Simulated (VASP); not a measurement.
# SiGe3 (I4/mmm) in VASP: relaxation of cell and atoms with PBE

Aim: the relaxation of cell and atoms of SiGe3 with PBE.

Program: VASP 6.6.1. These are calculated values, not measurements. Logs are shortened: lines on timing, memory, paths and dates and some standing lists are left out, and cuts for length are marked.

## (1) Starting point

It takes space group I4/mmm (No. 139, tetragonal). The conventional cell has a = 4.216 Å, b = 4.216 Å, c = 8.104 Å, α = 90.00°, β = 90.00°, γ = 90.00°. Around Si (site symmetry 4/mmm) lie 12 Ge at 2.92 to 2.98 Å. Around Ge (site symmetry -4m2) lie 4 Si at 2.92 Å and 8 Ge at 2.92 to 2.98 Å. Around Ge (site symmetry 4/mmm) lie 8 Ge at 2.92 Å and 4 Si at 2.98 Å.

The cell was built by a generator and needn't be a form met in nature.

## (2) Relaxation of cell and atoms, PBE

INCAR

```
SYSTEM = SiGe3
ALGO     = Fast           ! electronic algorithm
EDIFF    = 1E-4           ! SCF threshold, eV
EDIFFG   = -0.08          ! ionic threshold
ENCUT    = 520            ! plane-wave cutoff, eV
GGA      = PE             ! functional
IBRION   = 2              ! ionic algorithm
ISIF     = 3              ! what is computed and relaxed
ISMEAR   = 0              ! smearing method
LASPH    = .TRUE.         ! aspherical terms in the spheres
LCHARG   = .FALSE.        ! write CHGCAR
LREAL    = .FALSE.        ! projectors in reciprocal space
LWAVE    = .FALSE.        ! write WAVECAR
NELM     = 60             ! most SCF steps
NSW      = 24             ! ionic steps
PREC     = Normal         ! precision mode
SIGMA    = 0.15           ! smearing width, eV
```

KPOINTS

```
k-points
0
G
  7 7 7
  0 0 0
```

POSCAR

```
SiGe3
1.0
   -2.1079432800      2.1079432800      4.0518347600
    2.1079432800     -2.1079432800      4.0518347600
    2.1079432800      2.1079432800     -4.0518347600
Si Ge
1 3
Direct
    0.0000000000      0.0000000000      0.0000000000
    0.7500000000      0.2500000000      0.5000000000
    0.2500000000      0.7500000000      0.5000000000
    0.5000000000      0.5000000000      0.0000000000
```

Potentials or basis: VASP PAW PBE potentials, release 64 (Si, Ge_d).

Started as:

```bash
$ cat potpaw_PBE.64/Si/POTCAR potpaw_PBE.64/Ge_d/POTCAR > POTCAR
$ mpirun -np 1 vasp_std > vasp.out
```

OUTCAR:

```text
SYSTEM = SiGe3
   EDIFF = 1E-4
   EDIFFG = -0.08
   ENCUT = 520
   GGA = PE
   IBRION = 2
   ISIF = 3
   ISMEAR = 0
   LASPH = .TRUE.
   LREAL = .FALSE.
   NELM = 60
   NSW = 24
   PREC = Normal

 ion  position               nearest neighbor table
   1  0.000  0.000  0.000-   2 2.92   3 2.92   2 2.92   3 2.92   2 2.92   3 2.92   2 2.92   3 2.92
                             4 2.98   4 2.98   4 2.98   4 2.98
   2  0.750  0.250  0.500-   1 2.92   1 2.92   1 2.92   1 2.92
   3  0.250  0.750  0.500-   1 2.92   1 2.92   1 2.92   1 2.92
   4  0.500  0.500  0.000-   1 2.98   1 2.98   1 2.98   1 2.98

  LATTYP: Found a body centered tetragonal cell.
 ALAT       =     4.2158865600
 C/A-ratio  =     1.9221744714

  Lattice vectors:

 A1 = (  -2.1079432800,   2.1079432800,   4.0518347600)
 A2 = (   2.1079432800,  -2.1079432800,   4.0518347600)
 A3 = (   2.1079432800,   2.1079432800,  -4.0518347600)

Analysis of symmetry for initial positions (statically):
=====================================================================
 Subroutine PRICEL returns:
 Original cell was already a primitive cell.

 Routine SETGRP: Setting up the symmetry group for a
 body centered tetragonal supercell.

 Subroutine GETGRP returns: Found 16 space group operations
 (whereof 16 operations were pure point group operations)
 out of a pool of 16 trial point group operations.

The static configuration has the point symmetry D_4h.

Analysis of symmetry for dynamics (positions and initial velocities):
=====================================================================
 Subroutine PRICEL returns:
 Original cell was already a primitive cell.

 Routine SETGRP: Setting up the symmetry group for a
 body centered tetragonal supercell.

 Subroutine GETGRP returns: Found 16 space group operations
 (whereof 16 operations were pure point group operations)
 out of a pool of 16 trial point group operations.

The dynamic configuration has the point symmetry D_4h.

 Subroutine INISYM returns: Found 16 space group operations
 (whereof 16 operations are pure point group operations),
 and found     1 'primitive' translations

----------------------------------------------------------------------------------------

                                     Primitive cell

  volume of cell :      72.0161

  direct lattice vectors                    reciprocal lattice vectors
    -2.107943280  2.107943280  4.051834760     0.000000000  0.237198033  0.123400886
[... 102 lines left out ...]
   NUPDOWN=      -1.0000    fix difference up-down
   EMIN   =  10.00;   EMAX   =-10.00  energy-range for DOS
   EFERMI =   0.00;   METHOD = LEGACY
   ISMEAR =     0;   SIGMA  =   0.15  broadening in eV -4-tet -1-fermi 0-gaus
   EFERMI_NEDOS =   21; number of points for ismear=-14 and -15
   IALGO  =     68    algorithm
   IMIX   =      4    mixing-type and parameters
     AMIX     =   0.40;   BMIX     =  1.00
     AMIX_MAG =   1.60;   BMIX_MAG =  1.00
  volume/ion in A,a.u.               =      18.00       121.50
  Fermi-wavevector in a.u.,A,eV,Ry     =   1.409887  2.664300 27.045401  1.987781
  Thomas-Fermi vector in A             =   2.531897
   LORBIT       =      0    0 simple, 1 ext, 2 COOP (PROOUT), +10 PAW based schemes
   GGA     = PE    functional components
   LHFCALC =     F    Hartree Fock is set to
   AEXX    =    0.0000 exact exchange contribution
   IVDW    =     0    specifies the selected vdW correction
   LEPSILON=     F    determine dielectric tensor
   LRPA    =     F    only Hartree local field effects (RPA)
 conjugate gradient relaxation of ions
 non-spin polarized calculation
 RMM-DIIS sequential band-by-band and
 Gauss-broadening in eV      SIGMA  =   0.15
  energy-cutoff  :      520.00
  volume of cell :       72.02
 maximum number of plane-waves:      1955
   NGX = 19   NGY = 19   NGZ = 19

--------------------------------------- Ionic step        1  -------------------------------------------

 number of electron      45.9999875 magnetization

 Free energy of the ion-electron system (eV)
  ---------------------------------------------------
  ext. energy  EPLUGINS =         0.00000000
  ---------------------------------------------------
  free energy    TOTEN  =       -17.22531028 eV

  energy without entropy =      -17.19831688  energy(sigma->0) =      -17.21181358

------------------------ aborting loop because EDIFF is reached ----------------------------------------

  FORCE on cell =-STRESS in cart. coord.  units (eV):
  Direction    XX          YY          ZZ          XY          YZ          ZX
  --------------------------------------------------------------------------------------
  -------------------------------------------------------------------------------------
  Total        0.9707838      0.9707838      1.3496611      0.0000000     -0.0000000      0.0000000
  in kB       21.5975040     21.5975040     30.0265719      0.0000000     -0.0000000      0.0000000
  external PRESSURE =      24.4071933 kB  Pullay stress =       0.0000000 kB
[... 177 lines left out ...]
--------------------------------------- Ionic step        6  -------------------------------------------

 number of electron      45.9999895 magnetization

 Free energy of the ion-electron system (eV)
  ---------------------------------------------------
  ext. energy  EPLUGINS =         0.00000000
  ---------------------------------------------------
  free energy    TOTEN  =       -17.24092981 eV

  energy without entropy =      -17.21412693  energy(sigma->0) =      -17.22752837

 E-fermi :   6.9381     XC(G=0): -11.0721

 val. band max:        6.9207389611   @ k =  -0.1429  -0.1429   0.1429
 cond. band min:       6.9446195247   @ k =  -0.2857   0.4286   0.2857
 fundamental gap:      0.0238805636
 Fermi energy:         6.9380817528

 k-point     1 :       0.0000    0.0000    0.0000
  band No.  band energies     occupation
      1     -17.7798      2.00000
      2     -17.7448      2.00000
      3     -17.7403      2.00000
      4     -17.7391      2.00000
      5     -17.7390      2.00000
      6     -17.7185      2.00000
[... 709 lines left out ...]
     26       9.5656      0.00000
     27      11.5442      0.00000

 [... further k-points ...]

------------------------ aborting loop because EDIFF is reached ----------------------------------------

  FORCE on cell =-STRESS in cart. coord.  units (eV):
  Direction    XX          YY          ZZ          XY          YZ          ZX
  --------------------------------------------------------------------------------------
  -------------------------------------------------------------------------------------
  Total       -0.2727465     -0.2727465     -0.0887529      0.0000000      0.0000000      0.0000000
  in kB       -5.8680852     -5.8680852     -1.9095001      0.0000000      0.0000000      0.0000000
  external PRESSURE =      -4.5485568 kB  Pullay stress =       0.0000000 kB
[... 19 lines left out ...]
  FREE ENERGIE OF THE ION-ELECTRON SYSTEM (eV)
  ---------------------------------------------------
  free  energy   TOTEN  =       -17.2409298098 eV

  energy  without entropy=      -17.2141269288  energy(sigma->0) =      -17.22752837

 reached required accuracy - stopping structural energy minimisation
```

CONTCAR:

```text
SiGe3
   1.00000000000000
    -2.1288848515126557    2.1288848515126557    4.1077981820942684
     2.1288848515126557   -2.1288848515126557    4.1077981820942684
     2.1288848515126557    2.1288848515126557   -4.1077981820942684
  Si              Ge
     1     3
Direct
     0.0000000000000000    1.0000000000000000    1.0000000000000000
     0.7500000000000000    0.2500000000000000    0.5000000000000000
     0.2500000000000000    0.7500000000000000    0.5000000000000000
     0.5000000000000000    0.5000000000000000    1.0000000000000000

  0.00000000E+00  0.00000000E+00  0.00000000E+00
  0.00000000E+00  0.00000000E+00  0.00000000E+00
  0.00000000E+00  0.00000000E+00  0.00000000E+00
  0.00000000E+00  0.00000000E+00  0.00000000E+00
```

Wall time 63 s (1 thread of Intel Xeon 6975P-C (Granite Rapids), shared host); peak memory 0.2 GiB.

Results:

- Free energy: -17.2409 eV
- Relaxed volume: 18.62 Å³/atom
- Relaxed cell: a = 5.093 Å, b = 5.093 Å, c = 5.093 Å, α = 130.58°, β = 130.58°, γ = 72.48°
- Space group after relaxing (to 0.05 Å): I4/mmm (No. 139)
- Energy gained by relaxing: 3.9 meV/atom
- Ionic steps: 6
- Pressure after relaxing: -0.5 GPa
- Band gap on the k mesh: none (metal or under the smearing width)

Stress tensor (GPa, compression positive):
```
-0.59  0.00  0.00
 0.00 -0.59  0.00
 0.00  0.00 -0.19
```

The path:
```csv
step,energy change (eV),largest force (eV/Å),pressure (GPa),volume (Å³)
1,0.0000,0.0000,2.44,72.02
2,-0.0148,0.0000,-0.68,74.91
3,-0.0156,0.0000,0.68,74.20
4,-0.0155,0.0000,-0.84,74.57
5,-0.0157,0.0000,0.41,74.37
6,-0.0156,0.0000,-0.45,74.47
```

Final structure:
```yaml
crystal:
  lattice:
    - [-2.12888, 2.12888, 4.10780]
    - [2.12888, -2.12888, 4.10780]
    - [2.12888, 2.12888, -4.10780]
  atoms:
    - { symbol: Si, position: [0.00000, 0.00000, 0.00000] }
    - { symbol: Ge, position: [0.75000, 0.25000, 0.50000] }
    - { symbol: Ge, position: [0.25000, 0.75000, 0.50000] }
    - { symbol: Ge, position: [0.50000, 0.50000, 0.00000] }
```

Caveat: the relaxation stopped at a loose force limit of 0.08 eV/Å, so its end isn't a converged minimum.
